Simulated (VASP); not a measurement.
# Hf (Im-3m) in VASP: further runs

The runs below take Hf through relaxation of cell and atoms, with PBEsol.

All numbers are computed with VASP 6.6.1; they aren't measurements. Logs are shortened: lines on timing, memory, paths and dates and some standing lists are left out, and cuts for length are marked.

## Step 1: The crystal as given

Symmetry: Im-3m, No. 229, cubic system. Conventional cell: a = 3.073 Å, b = 3.073 Å, c = 3.073 Å, α = 90.00°, β = 90.00°, γ = 90.00°. Around Hf (site symmetry m-3m) lie 8 Hf at 2.66 Å.

This isn't the form of Hf at room conditions, which is hcp.

## Step 2: Relaxation of cell and atoms, PBEsol, target pressure 75 GPa, at which the enthalpy is minimised

File INCAR:

```
PREC = Accurate
ENCUT = 350
EDIFF = 1E-7
ISMEAR = 0
SIGMA = 0.1
LREAL = False
LASPH = True
NELM = 80
ALGO = Fast
ISIF = 3
LWAVE = False
LCHARG = False
GGA = PS
IBRION = 2
NSW = 80
EDIFFG = -0.002
PSTRESS = 750.0
```

File KPOINTS:

```
Automatic mesh
0
Gamma
  16 16 16
```

File POSCAR:

```
Hf                                      
1.0
   -1.5363898226      1.5363898226      1.5363898226
    1.5363898226     -1.5363898226      1.5363898226
    1.5363898226      1.5363898226     -1.5363898226
  Hf            
     1
Direct
     0.0000000000000000    0.0000000000000000    0.0000000000000000
```

Potentials or basis: VASP PAW PBE potentials, release 64 (Hf_pv).

Command:

```
cat potpaw_PBE.64/Hf_pv/POTCAR > POTCAR
mpirun -np 1 vasp_std > vasp.out
```

OUTCAR:

```text
PREC = Accurate
   ENCUT = 350
   EDIFF = 1E-7
   ISMEAR = 0
   LREAL = False
   LASPH = True
   NELM = 80
   ISIF = 3
   GGA = PS
   IBRION = 2
   NSW = 80
   EDIFFG = -0.002
   PSTRESS = 750.0

 ion  position               nearest neighbor table
   1  0.000  0.000  0.000-

  LATTYP: Found a body centered cubic cell.
 ALAT       =     3.0727796452

  Lattice vectors:

 A1 = (  -1.5363898226,   1.5363898226,   1.5363898226)
 A2 = (   1.5363898226,  -1.5363898226,   1.5363898226)
 A3 = (   1.5363898226,   1.5363898226,  -1.5363898226)

Analysis of symmetry for initial positions (statically):
=====================================================================
 Subroutine PRICEL returns:
 Original cell was already a primitive cell.

 Routine SETGRP: Setting up the symmetry group for a
 body centered cubic supercell.

 Subroutine GETGRP returns: Found 48 space group operations
 (whereof 48 operations were pure point group operations)
 out of a pool of 48 trial point group operations.

The static configuration has the point symmetry O_h .

Analysis of symmetry for dynamics (positions and initial velocities):
=====================================================================
 Subroutine PRICEL returns:
 Original cell was already a primitive cell.

 Routine SETGRP: Setting up the symmetry group for a
 body centered cubic supercell.

 Subroutine GETGRP returns: Found 48 space group operations
 (whereof 48 operations were pure point group operations)
 out of a pool of 48 trial point group operations.

The dynamic configuration has the point symmetry O_h .

 Subroutine INISYM returns: Found 48 space group operations
 (whereof 48 operations are pure point group operations),
 and found     1 'primitive' translations

----------------------------------------------------------------------------------------

                                     Primitive cell

  volume of cell :      14.5066

  direct lattice vectors                    reciprocal lattice vectors
    -1.536389823  1.536389823  1.536389823     0.000000000  0.325438240  0.325438240
     1.536389823 -1.536389823  1.536389823     0.325438240  0.000000000  0.325438240
     1.536389823  1.536389823 -1.536389823     0.325438240  0.325438240  0.000000000

  length of vectors
     2.661105233  2.661105233  2.661105233     0.460239173  0.460239173  0.460239173

  position of ions in fractional coordinates (direct lattice)
     0.000000000  0.000000000  0.000000000

  ion indices of the primitive-cell ions
   primitive index   ion index
                 1           1

----------------------------------------------------------------------------------------

 KPOINTS: Automatic mesh

Automatic generation of k-mesh.
 Grid dimensions read from file:
 generate k-points for:   16   16   16

 Generating k-lattice:

  Cartesian coordinates                     Fractional coordinates (reciprocal lattice)
     0.000000000  0.020339890  0.020339890     0.062500000  0.000000000  0.000000000
     0.020339890  0.000000000  0.020339890     0.000000000  0.062500000  0.000000000
     0.020339890  0.020339890  0.000000000     0.000000000  0.000000000  0.062500000

  Length of vectors
     0.028764948  0.028764948  0.028764948

  Shift w.r.t. Gamma in fractional coordinates (k-lattice)
     0.000000000  0.000000000  0.000000000

 Subroutine IBZKPT returns following result:
 ===========================================

 Found    145 irreducible k-points:

 Following reciprocal coordinates:
            Coordinates               Weight
  0.000000  0.000000  0.000000      1.000000
  0.062500  0.000000  0.000000     12.000000
  0.125000  0.000000  0.000000     12.000000
  0.187500  0.000000  0.000000     12.000000
  0.250000  0.000000  0.000000     12.000000
  0.312500  0.000000  0.000000     12.000000
[... 16 lines left out ...]
  0.187500  0.187500  0.000000     24.000000
  0.250000  0.187500  0.000000     48.000000
 [... further k-points ...]
   k-points           NKPTS =    145   k-points in BZ     NKDIM =    145   number of bands    NBANDS=      9
   number of dos      NEDOS =    301   number of ions     NIONS =      1
   total plane-waves  NPLWV =   4096
   dimension x,y,z NGX =    16 NGY =   16 NGZ =   16
   dimension x,y,z NGXF=    32 NGYF=   32 NGZF=   32
   ions per type =               1
   NGX,Y,Z   is equivalent  to a cutoff of  10.00, 10.00, 10.00 a.u.
   NGXF,Y,Z  is equivalent  to a cutoff of  19.99, 19.99, 19.99 a.u.
 SYSTEM =  unknown system
   PREC   = accura    normal or accurate (medium, high low for compatibility)
   ISTART =      0    job   : 0-new  1-cont  2-samecut
   ICHARG =      2    charge: 1-file 2-atom 10-const
   ISPIN  =      1    spin polarized calculation?
   LNONCOLLINEAR =      F non collinear calculations
   LSORBIT =      F    spin-orbit coupling
   LASPH  =      T    aspherical Exc in radial PAW
   ENCUT  =  350.0 eV  25.72 Ry    5.07 a.u.   4.06  4.06  4.06*2*pi/ulx,y,z
   NELM   =     80;   NELMIN=  2; NELMDL= -5     # of ELM steps
   EDIFF  = 0.1E-06   stopping-criterion for ELM
   LREAL  =      F    real-space projection
   EDIFFG = -.2E-02   stopping-criterion for IOM
   NSW    =     80    number of steps for IOM
   IBRION =      2    ionic relax: 0-MD 1-quasi-New 2-CG
   NFREE  =      1    steps in history (QN), initial steepest desc. (CG)
   ISIF   =      3    stress and relaxation
   ISYM   =      2    0-nonsym 1-usesym 2-fastsym
   POTIM  = 0.5000    time-step for ionic-motion
   TEBEG  =    0.0;   TEEND  =   0.0 temperature during run
   PSTRESS=  750.0 pullay stress
   NELECT =      10.0000    total number of electrons
   NUPDOWN=      -1.0000    fix difference up-down
   EMIN   =  10.00;   EMAX   =-10.00  energy-range for DOS
   EFERMI =   0.00;   METHOD = LEGACY
   ISMEAR =     0;   SIGMA  =   0.10  broadening in eV -4-tet -1-fermi 0-gaus
   EFERMI_NEDOS =   21; number of points for ismear=-14 and -15
   IALGO  =     68    algorithm
   IMIX   =      4    mixing-type and parameters
     AMIX     =   0.40;   BMIX     =  1.00
     AMIX_MAG =   1.60;   BMIX_MAG =  1.00
  volume/ion in A,a.u.               =      14.51        97.90
  Fermi-wavevector in a.u.,A,eV,Ry     =   1.446172  2.732870 28.455425  2.091415
  Thomas-Fermi vector in A             =   2.564271
   LORBIT       =      0    0 simple, 1 ext, 2 COOP (PROOUT), +10 PAW based schemes
   GGA     = PS    functional components
   LHFCALC =     F    Hartree Fock is set to
   AEXX    =    0.0000 exact exchange contribution
   IVDW    =     0    specifies the selected vdW correction
   LEPSILON=     F    determine dielectric tensor
   LRPA    =     F    only Hartree local field effects (RPA)
 conjugate gradient relaxation of ions
 non-spin polarized calculation
 RMM-DIIS sequential band-by-band and
 Gauss-broadening in eV      SIGMA  =   0.10
  energy-cutoff  :      350.00
  volume of cell :       14.51
 maximum number of plane-waves:       236
   NGX =  7   NGY =  7   NGZ =  7

--------------------------------------- Ionic step        1  -------------------------------------------

 number of electron      10.0000008 magnetization

 Free energy of the ion-electron system (eV)
  ---------------------------------------------------
  ext. energy  EPLUGINS =         0.00000000
  ---------------------------------------------------
  free energy    TOTEN  =        -9.13717795 eV

  energy without entropy =       -9.13363949  energy(sigma->0) =       -9.13540872

------------------------ aborting loop because EDIFF is reached ----------------------------------------

  FORCE on cell =-STRESS in cart. coord.  units (eV):
  Direction    XX          YY          ZZ          XY          YZ          ZX
  --------------------------------------------------------------------------------------
  -------------------------------------------------------------------------------------
  Total        6.7868016      6.7868016      6.7868016      0.0000000      0.0000000      0.0000000
  in kB      749.5687653    749.5687653    749.5687653      0.0000000      0.0000000      0.0000000
  external PRESSURE =      -0.4312347 kB  Pullay stress =     750.0000000 kB
[... 59 lines left out ...]
  enthalpy is  TOTEN    =        -2.3464692448 eV   P V=        6.7868694828

--------------------------------------- Ionic step        3  -------------------------------------------

 number of electron      10.0000008 magnetization

 Free energy of the ion-electron system (eV)
  ---------------------------------------------------
  ext. energy  EPLUGINS =         0.00000000
  ---------------------------------------------------
  free energy    TOTEN  =        -9.13629986 eV

  energy without entropy =       -9.13276364  energy(sigma->0) =       -9.13453175

 E-fermi :   7.8323     XC(G=0): -13.5371

 val. band max:        7.7976823754   @ k =   0.1875   0.1250   0.0000
 cond. band min:       7.8454874441   @ k =   0.3125   0.3125   0.0625
 fundamental gap:      0.0478050687
 Fermi energy:         7.8323333183

 k-point     1 :       0.0000    0.0000    0.0000
  band No.  band energies     occupation
      1     -20.3151      2.00000
      2     -20.3151      2.00000
      3     -20.3151      2.00000
      4      -0.3018      2.00000
      5       9.4245      0.00000
      6       9.4245      0.00000
      7       9.4245      0.00000
      8      13.6578      0.00000
      9      13.6578      0.00000
[... 265 lines left out ...]
 k-point    24 :       0.2500    0.1875    0.0000
  band No.  band energies     occupation
      1     -22.7591      2.00000
      2     -21.3340      2.00000
      3     -20.5991      2.00000
      4       4.3434      2.00000
      5       6.6529      2.00000
      6       8.0938      0.00022
      7      12.8525      0.00000
      8      15.3797      0.00000
      9      18.0516      0.00000

 [... further k-points ...]
[... 5 lines left out ...]
  --------------------------------------------------------------------------------------
  -------------------------------------------------------------------------------------
  Total        6.7896535      6.7896535      6.7896535     -0.0000000      0.0000000     -0.0000000
  in kB      749.9807522    749.9807522    749.9807522     -0.0000000      0.0000000     -0.0000000
  external PRESSURE =      -0.0192478 kB  Pullay stress =     750.0000000 kB
[... 16 lines left out ...]
  FREE ENERGIE OF THE ION-ELECTRON SYSTEM (eV)
  ---------------------------------------------------
  free  energy   TOTEN  =        -9.1362998596 eV

  energy  without entropy=       -9.1327636421  energy(sigma->0) =       -9.13453175

  enthalpy is  TOTEN    =        -2.3464721330 eV   P V=        6.7898277265

 reached required accuracy - stopping structural energy minimisation
```

Wall time 6.4 s (1 thread of Intel Xeon 6975P-C (Granite Rapids), shared host); peak memory 0.12 GiB.

What came out:

| Property | Result |
| --- | --- |
| Free energy | -9.1363 eV |
| Relaxed volume | 14.50 Å³/atom |
| Relaxed cell | a = 2.661 Å, b = 2.661 Å, c = 2.661 Å, α = 109.47°, β = 109.47°, γ = 109.47° |
| Space group after relaxing (to 0.05 Å) | Im-3m (No. 229) |
| Energy change on relaxing (the enthalpy is what falls) | +0.9 meV/atom |
| Ionic steps | 3 |
| Pressure after relaxing | 75.0 GPa |
| Band gap on the k mesh | none (metal or under the smearing width) |

Step by step:
| step | energy change (eV) | largest force (eV/Å) | pressure (GPa) | volume (Å³) |
| --- | --- | --- | --- | --- |
| 1 | 0.0000 | 0.0000 | 74.96 | 14.51 |
| 2 | 0.0038 | 0.0000 | 75.15 | 14.50 |
| 3 | 0.0009 | 0.0000 | 75.00 | 14.50 |

Final structure:
```
Hf
1.0
    -1.53632    1.53632    1.53632
     1.53632   -1.53632    1.53632
     1.53632    1.53632   -1.53632
Hf
1
Direct
  0.00000 0.00000 0.00000
```

Caveat: the cell is relaxed towards a set pressure, so the enthalpy falls and the energy may rise; the PAW data sets were made with another functional, which shifts forces and pressure a little.

## Step 3: Relaxation of cell and atoms, PBEsol, target pressure 12 GPa, at which the enthalpy is minimised

This run uses another cell than the first one, of 17.32 Å³/atom, 1.194 times its volume.

INCAR: that of step 2 with these lines changed.

```diff
@@ -16,2 +16,2 @@
 EDIFFG = -0.002
-PSTRESS = 750.0
+PSTRESS = 120.0
```

KPOINTS is that of step 2.

File POSCAR:

```
Hf                                      
1.0
   -1.6299628795      1.6299628795      1.6299628795
    1.6299628795     -1.6299628795      1.6299628795
    1.6299628795      1.6299628795     -1.6299628795
  Hf            
     1
Direct
     0.0000000000000000    0.0000000000000000    0.0000000000000000
```

Potentials or basis: VASP PAW PBE potentials, release 64 (Hf_pv).

Command:

```
cat potpaw_PBE.64/Hf_pv/POTCAR > POTCAR
mpirun -np 1 vasp_std > vasp.out
```

It took 21 s on 1 thread of Intel Xeon 6975P-C (Granite Rapids), shared host; peak memory 0.13 GiB.

Results (log left out):

- Free energy: -10.2651 eV
- Relaxed volume: 19.27 Å³/atom
- Relaxed cell: a = 2.925 Å, b = 2.925 Å, c = 2.925 Å, α = 109.47°, β = 109.47°, γ = 109.47°
- Space group after relaxing (to 0.05 Å): Im-3m (No. 229)
- Energy change on relaxing (the enthalpy is what falls): -246.9 meV/atom
- Ionic steps: 4
- Pressure after relaxing: 12.0 GPa
- Band gap on the k mesh: none (metal or under the smearing width)

The path:
| step | energy change (eV) | largest force (eV/Å) | pressure (GPa) | volume (Å³) |
| --- | --- | --- | --- | --- |
| 1 | 0.0000 | 0.0000 | 30.01 | 17.32 |
| 2 | -0.2792 | 0.0000 | -6.85 | 22.67 |
| 3 | -0.2528 | 0.0000 | 11.35 | 19.35 |
| 4 | -0.2469 | 0.0000 | 11.99 | 19.27 |

Final structure:
```xyz
1
Lattice="-1.6888 1.6888 1.6888 1.6888 -1.6888 1.6888 1.6888 1.6888 -1.6888" Properties=species:S:1:pos:R:3 pbc="T T T"
Hf    0.0000    0.0000    0.0000
```

Levels at points of the mesh, in eV from the Fermi level:
| k point | band 3 | band 4 | band 5 | band 6 | band 7 | band 8 |
| --- | --- | --- | --- | --- | --- | --- |
| (0.00, 0.00, 0.00) | -29.19 | -7.50 | 1.62 | 1.62 | 1.62 | 4.87 |
| (0.50, 0.00, 0.00) | -29.20 | -3.87 | -0.80 | 1.79 | 4.79 | 5.96 |
| (0.50, 0.50, 0.50) | -30.11 | -3.27 | -3.27 | 7.99 | 7.99 | 7.99 |

Caveat: the cell is relaxed towards a set pressure, so the enthalpy falls and the energy may rise; the PAW data sets were made with another functional, which shifts forces and pressure a little. Spin-orbit coupling is left out, which matters for the levels of Hf.

## Step 4: Relaxation of cell and atoms, PBEsol, target pressure 12 GPa, at which the enthalpy is minimised

This run uses another cell than the first one, of 19.27 Å³/atom, 1.328 times its volume.

INCAR is that of step 3.

KPOINTS is that of step 3.

File POSCAR:

```
Hf                                      
1.0
   -1.6887769940      1.6887769940      1.6887769940
    1.6887769940     -1.6887769940      1.6887769940
    1.6887769940      1.6887769940     -1.6887769940
  Hf            
     1
Direct
     0.0000000000000000    0.0000000000000000    0.0000000000000000
```

Command:

```
cat potpaw_PBE.64/Hf_pv/POTCAR > POTCAR
mpirun -np 1 vasp_std > vasp.out
```

Wall time 11 s (1 thread of Intel Xeon 6975P-C (Granite Rapids), shared host); peak memory 0.13 GiB.

The run converged. Its results:

| Item | Value |
| --- | --- |
| Free energy | -10.2683 eV |
| Relaxed volume | 19.27 Å³/atom |
| Relaxed cell | a = 2.925 Å, b = 2.925 Å, c = 2.925 Å, α = 109.47°, β = 109.47°, γ = 109.47° |
| Space group after relaxing (to 0.05 Å) | Im-3m (No. 229) |
| Energy change on relaxing (the enthalpy is what falls) | -0.4 meV/atom |
| Ionic steps | 3 |
| Pressure after relaxing | 12.0 GPa |
| Band gap on the k mesh | none (metal or under the smearing width) |

Step by step:
```tsv
step	energy change (eV)	largest force (eV/Å)	pressure (GPa)	volume (Å³)
1	0.0000	0.0000	12.04	19.27
2	-0.0011	0.0000	11.92	19.28
3	-0.0004	0.0000	12.00	19.27
```

Final structure:
```
Hf
1.0
    -1.68894    1.68894    1.68894
     1.68894   -1.68894    1.68894
     1.68894    1.68894   -1.68894
Hf
1
Direct
  0.00000 0.00000 0.00000
```

Levels at points of the mesh, in eV from the Fermi level:
```tsv
k point	band 3	band 4	band 5	band 6	band 7	band 8
(0.00, 0.00, 0.00)	-29.19	-7.50	1.61	1.61	1.61	4.86
(0.50, 0.00, 0.00)	-29.20	-3.87	-0.80	1.79	4.79	5.95
(0.50, 0.50, 0.50)	-30.10	-3.27	-3.27	7.99	7.99	7.99
```

Caveat: the cell is relaxed towards a set pressure, so the enthalpy falls and the energy may rise; the PAW data sets were made with another functional, which shifts forces and pressure a little. The run has no spin-orbit coupling, so splittings on Hf are missing.

## Step 5: Relaxation of cell and atoms, PBEsol, target pressure 0.0001 GPa, at which the enthalpy is minimised

This run uses another cell than the first one, of 19.27 Å³/atom, 1.328 times its volume.

INCAR: that of step 4 with these lines changed.

```diff
@@ -16,2 +16,2 @@
 EDIFFG = -0.002
-PSTRESS = 120.0
+PSTRESS = 0.001
```

KPOINTS is that of step 4.

File POSCAR:

```
Hf                                      
1.0
   -1.6889390972      1.6889390972      1.6889390972
    1.6889390972     -1.6889390972      1.6889390972
    1.6889390972      1.6889390972     -1.6889390972
  Hf            
     1
Direct
     0.0000000000000000    0.0000000000000000    0.0000000000000000
```

Command:

```
cat potpaw_PBE.64/Hf_pv/POTCAR > POTCAR
mpirun -np 1 vasp_std > vasp.out
```

It took 21 s on 1 thread of Intel Xeon 6975P-C (Granite Rapids), shared host; peak memory 0.13 GiB.

The run converged. Its results:

| Quantity | Value |
| --- | --- |
| Free energy | -10.3356 eV |
| Relaxed volume | 21.18 Å³/atom |
| Relaxed cell | a = 3.019 Å, b = 3.019 Å, c = 3.019 Å, α = 109.47°, β = 109.47°, γ = 109.47° |
| Space group after relaxing (to 0.05 Å) | Im-3m (No. 229) |
| Energy change on relaxing (the enthalpy is what falls) | -67.3 meV/atom |
| Ionic steps | 4 |
| Pressure after relaxing | 0.0 GPa |
| Band gap on the k mesh | none (metal or under the smearing width) |

Step by step:
| step | energy change (eV) | largest force (eV/Å) | pressure (GPa) | volume (Å³) |
| --- | --- | --- | --- | --- |
| 1 | 0.0000 | 0.0000 | 12.00 | 19.27 |
| 2 | 0.0131 | 0.0000 | -9.96 | 23.58 |
| 3 | -0.0672 | 0.0000 | -0.19 | 21.23 |
| 4 | -0.0673 | 0.0000 | 0.01 | 21.18 |

Final structure:
```xyz
1
Lattice="-1.7431 1.7431 1.7431 1.7431 -1.7431 1.7431 1.7431 1.7431 -1.7431" Properties=species:S:1:pos:R:3 pbc="T T T"
Hf    0.0000    0.0000    0.0000
```

Levels at points of the mesh, in eV from the Fermi level:
| k point | band 1 | band 2 | band 3 | band 4 | band 5 | band 6 | band 7 | band 8 | band 9 |
| --- | --- | --- | --- | --- | --- | --- | --- | --- | --- |
| (0.00, 0.00, 0.00) | -29.57 | -29.57 | -29.57 | -7.22 | 1.55 | 1.55 | 1.55 | 4.51 | 4.51 |
| (0.50, 0.00, 0.00) | -30.55 | -29.89 | -29.57 | -3.55 | -0.61 | 1.31 | 4.36 | 5.42 | 8.12 |
| (0.50, 0.50, 0.50) | -30.25 | -30.25 | -30.25 | -2.81 | -2.81 | 7.21 | 7.21 | 7.21 | 7.68 |

Caveat: the cell is relaxed towards a set pressure, so the enthalpy falls and the energy may rise; the PAW data sets were made with another functional, which shifts forces and pressure a little.

(Part 1 of 2 ends here.)
